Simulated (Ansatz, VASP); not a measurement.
# SiTe2: VASP beside Ansatz

One calculation is typed for both programs; each brings its own data sets. How far apart do they land? The cell is taken from a series of runs on this material, whose earlier steps may have relaxed, scaled, displaced or heated it; both programs get it as it stands.

Calculated with Ansatz 0.2.0; plane waves, with VASP 6.6.1 beside it; PBE.

### Step 1. The structure

The cell holds 3 atoms: 1 Si and 2 Te. Its edges and angles: a = 3.576 Å, b = 3.576 Å, c = 31.000 Å, α = 90.0°, β = 90.0°, γ = 120.0°. Vacuum lies along c.

### Step 2. Ansatz: zone-centre phonons, PBE

Ansatz runs on its default PAW (the set named soft_2) files.

Second derivatives magnify differences that forces hide, and they need a tight electronic threshold.

input.yaml

```yaml
crystal:
  lattice:
    - [3.5762800656, 0.0, 0.0]
    - [-1.7881400328, 3.0971493879, 0.0]
    - [0.0, 0.0, 31.0]
  atoms:
    - { symbol: Si, position: [0.3333333333, 0.6666666667, 0.3225806452] }
    - { symbol: Te, position: [0.6666666667, 0.3333333333, 0.3840501299] }
    - { symbol: Te, position: [0.6666666667, 0.3333333333, 0.2611111605] }
  periodic: [true, true, false]
kpoints:
  mp_grid: { grid: [18, 18, 1] }
hamiltonian:
  xc: pbe
scf:
  occupations: { method: methfessel_paxton, width: 0.15 }
output:
  eigenvalues: true
phonons:
  method: dfpt
```

Run with:

```sh
ansatz run input.yaml --threads 8 --pin off --max-ram 14336MiB --backend cpu --events-out ev --progress --plain --runs-dir out
```

Numbers of over 12 decimals in the logs are rounded to 6 here.

The program printed:

```text
Warning: crystal.symmetry: narrowed to the stabiliser of the run's FFT grids — unitary ops 12 → 6. A phonons.method: dfpt run fills in the rows of the dynamical matrix that it does not solve by its symmetry operations, which is exact only for operations that map its FFT grids onto themselves: filled in by any other, the frequencies could depend on the order in which like atoms are typed, or, by more than the grids' own error, on where the crystal sits among the grids' points. Excluded: 6 operations. The run can therefore solve more perturbations, solve them on more k-points, or both, and cost more. [rest of the remark cut]
Engine: ansatz 0.2.0, x86_64-unknown-linux-gnu
Pseudopotentials: kind: paw
Pseudopotential: Si, paw, valence charge 4, recommended cutoff 420 eV (normal), Si.paw.azcp
Pseudopotential: Te, paw, valence charge 16, recommended cutoff 420 eV (normal), Te.paw.azcp
Functional definition: PBE
  parameter kappa = 0.804
  parameter beta = 0.066725
  exchange = pbe_x(kappa = kappa, mu = beta*pi^2/3)
  correlation = pbe_c(beta = beta)
Crystal: 3 atoms, lattice volume = 343.364 Å³
Basis set: ecut = 420 eV, 6601 PW (Γ), exchange–correlation on 48×48×432 points (8 copies of the dense FFT grid, shifted against one another)
Bands: 22, of which v1, the nominal top of the filled ones, is band 18 counted from 1 (17 counted from 0)
Symmetry: 12 space group operations
k-points: 91 of 324 (irreducible under 2 space group operations, time reversal used)
Non-local potential: Si, projectors of the file, l = 0: 2, l = 1: 2, l = 2: 2
Non-local potential: Te, projectors of the file, l = 0: 2, l = 1: 2, l = 2: 2, l = 3: 2
PAW form: soft (Blöchl's): semilocal exchange-correlation on the pseudo side does not see the compensation charge
PAW one-centre angular grid: Si, 110 points (default); XC on 64 Gauss nodes
PAW one-centre angular grid: Te, 590 points (default); XC on 64 Gauss nodes
Initial density: superposition of atomic densities (neutral atoms: chi_scale 0, normalization atom), corrected by the library's trained network
Initial wavefunctions: pseudopotential atomic-orbital guess
Functional: x = pbe(κ = 0.804, μ = 0.219515), c = pbe(β = 0.066725)
SCF iter   1: F=—  HF=-14594.842286 eV  |F-HF|=—  |Δ(HF+E_count)|=         —  Δρ=1.46e-3  dr2=7.80e-3  ethr=1.77e-3  ⟨swp⟩=13.3  Hψ=14970  notcnv=0
preconditioner: auto → LDOS  [insulator: Δε(μ)=0.108 eV  Ē_g=7.934 eV  σ=0.150 eV  W_gap=0.51  n_scr=18 (ndim 8)  ℏωp=8.0 eV  f_vac=0.735  D(μ)=1.32/eV (n_scr^D=8)  ε∞_Penn≈2.0  β→1.0]
SCF iter   2: F=—  HF=-14594.842973 eV  |F-HF|=—  |Δ(HF+E_count)|=   6.87e-4  S|Δr|=    0.00e0  Δρ=4.58e-4  dr2=9.74e-4  ethr=2.17e-5  ⟨swp⟩=3.3  Hψ=5260  notcnv=0  defer=16
SCF iter   3: F=—  HF=-14594.843086 eV  |F-HF|=—  |Δ(HF+E_count)|=   1.12e-4  S|Δr|=    0.00e0  Δρ=3.29e-4  dr2=8.81e-4  ethr=2.71e-6  ⟨swp⟩=3.0  Hψ=4276  notcnv=0  defer=16
SCF iter   4: F=—  HF=-14594.842916 eV  |F-HF|=—  |Δ(HF+E_count)|=   1.70e-4  S|Δr|=    0.00e0  Δρ=1.38e-4  dr2=9.61e-5  ethr=2.45e-6  ⟨swp⟩=3.2  Hψ=4075  notcnv=0  defer=16
SCF iter   5: F=—  HF=-14594.842893 eV  |F-HF|=—  |Δ(HF+E_count)|=   2.32e-5  S|Δr|=    0.00e0  Δρ=2.28e-5  dr2=5.18e-6  ethr=2.67e-7  ⟨swp⟩=2.1  Hψ=3764  notcnv=0  defer=16
SCF iter   6: F=—  HF=-14594.842893 eV  |F-HF|=—  |Δ(HF+E_count)|=   5.47e-8  S|Δr|=    0.00e0  Δρ=7.35e-6  dr2=5.43e-7  ethr=1.44e-8  ⟨swp⟩=3.5  Hψ=4174  notcnv=0  defer=16
SCF iter   7: F=—  HF=-14594.842928 eV  |F-HF|=—  |Δ(HF+E_count)|=   3.49e-5  S|Δr|=    0.00e0  Δρ=1.11e-6  dr2=5.72e-9  ethr=1.51e-9  ⟨swp⟩=3.2  Hψ=4348  notcnv=0  defer=17
SCF iter   8: F=—  HF=-14594.842928 eV  |F-HF|=—  |Δ(HF+E_count)|=   1.66e-9  S|Δr|=    0.00e0  Δρ=3.89e-7  dr2=1.08e-9  ethr=1.59e-11  ⟨swp⟩=3.9  Hψ=4698  notcnv=0  defer=17
SCF iter   9: F=—  HF=-14594.842928 eV  |F-HF|=—  |Δ(HF+E_count)|=  5.71e-10  S|Δr|=    0.00e0  Δρ=7.75e-8  dr2=3.33e-11  ethr=2.99e-12  ⟨swp⟩=3.3  Hψ=4430  notcnv=0  defer=17
SCF iter  10: F=-14594.842928 eV  HF=-14594.842928 eV  |F-HF|=3.64e-11  |Δ(HF+E_count)|=  2.44e-10  S|Δr|=    0.00e0  Δρ=8.33e-9  dr2=5.09e-13  ethr=1.00e-12  ⟨swp⟩=15.7  Hψ=15683  notcnv=0
SCF 1 converged in 10 iterations: F = -14594.842928 eV  dr2 = 5.09e-13
  greatest PAW one-centre occupation: 0.998 electrons in one spin orbital (limit 2), on the Te atom at site 2 (counted from 0), in its partial waves of l = 2
DFPT response loops at Γ: preconditioner auto → none (partly filled bands, converged f_vac=0.735); β = 0.50; Broyden in place of MSR1
SCF converged after 10 iterations
Stability not checked: this state was not tested for a lower state beside it, because cold or Methfessel-Paxton smearing, or corrected tetrahedra, fill the levels in a way that the test cannot read (fill_not_monotonic; see scf.lower_state_search)
Free energy (F): -14594.842928 eV
Harris-Foulkes:  -14594.842928 eV  (|F-HF|=3.64e-11)
Internal energy: -14594.846073 eV  (E = F + TS)
E sigma→0 (E₀):  -14594.843714 eV
Entropy (-TS):   0.003145 eV (1.048 meV/atom)
Fermi energy:    -4.857937 eV
--- Per-component energies (eV) ---
  E_band       = -991.265790
  E_kinetic    = 399.385951
  E_local      = -61845.673511  (includes V_loc(G=0)·N_el)
  E_nonlocal   = -595.133191
  E_hartree    = 31032.861715
  E_xc         = -303.067604
  E_vxc        = -253.994184  (∫ρ·V_xc dr)
  E_paw        = -9836.579680  (= ΣΔE_a)
  E_vpaw       = -761.573842  (= ΣTr[D̂ρ^β])
  E_aug_tail   = -0.000369  (compensation charges beyond the density's cutoff)
  E_ewald      = 26553.360616
  E_smearing   = 0.003145  (= −TS)
  E_closure    = -0.000000  (closes the sum)
  Σ components = -14594.842928   (vs F -14594.842928, Δ=0.00e0)
--- Band table (eV; the first three rows and the last of 91) ---
  k-point 0: bands = [... 14 lower, -4.2918, -4.2918, -3.6414, -3.1358, -3.1358, -1.2869, -1.2869, -0.8369]
  k-point 1: bands = [... 14 lower, -4.8685, -4.4107, -3.5145, -3.3692, -3.2146, -1.4295 (-1.4295°), -1.1786, -0.7353]
  k-point 2: bands = [... 14 lower, -5.8422, -4.7063, -4.3697, -3.4267, -3.1790, -1.7691 (-1.7691°), -0.9348, -0.5453]
  k-point 90: bands = [... 14 lower, -8.8100, -8.4970, -6.9841, -5.6675, -4.9598, -2.9470, -0.9377, -0.3650]
  ° read free of the cell's end (the report's vacuum.weakly_bound_levels)
--- Phonons (Γ-DFPT): 6 representative perturbations + reference, on 91 of 324 k-points (Σ response iterations 22) ---
  ASR residual: 2.315e-5 → 0.000e0 eV/Å²; symmetrization residual: 6.298e-6 eV/Å²
  The last average, over the group as it would stand without the narrowing to the FFT grids, took up to 2.043e-6 eV/Å² of the zone centre's force constants
  ASR residual per site (eV/Å²): 2.32e-5 1.22e-5 1.01e-5
  Γ frequencies (cm⁻¹): 0.00 0.00 0.00 58.02 58.02 127.98 160.77 160.77 162.73
  non-analytic LO–TO correction: not included (Born effective charges unavailable; polar crystals: no LO–TO splitting at Γ)
```

Reading the cycles: dr2 is the Hartree energy of the density residual (eV), the measure of convergence; HF is the Harris–Foulkes estimate of the energy, which meets the free energy F at convergence.

(Part 1 of 2 ends here.)

[Lines on the potential files, build, host, timing and source positions are cut from VASP's logs without a mark.]

[Logs are printed without paths, hosts, clocks, repeated set-up lines and the standing remarks that a program may print on its own settings, such as how far it seeks lower states.]

[Hosts, paths, dates, database ids (printed as entryN), source tags and the programs' standing remarks are cut or masked in the printed files.]
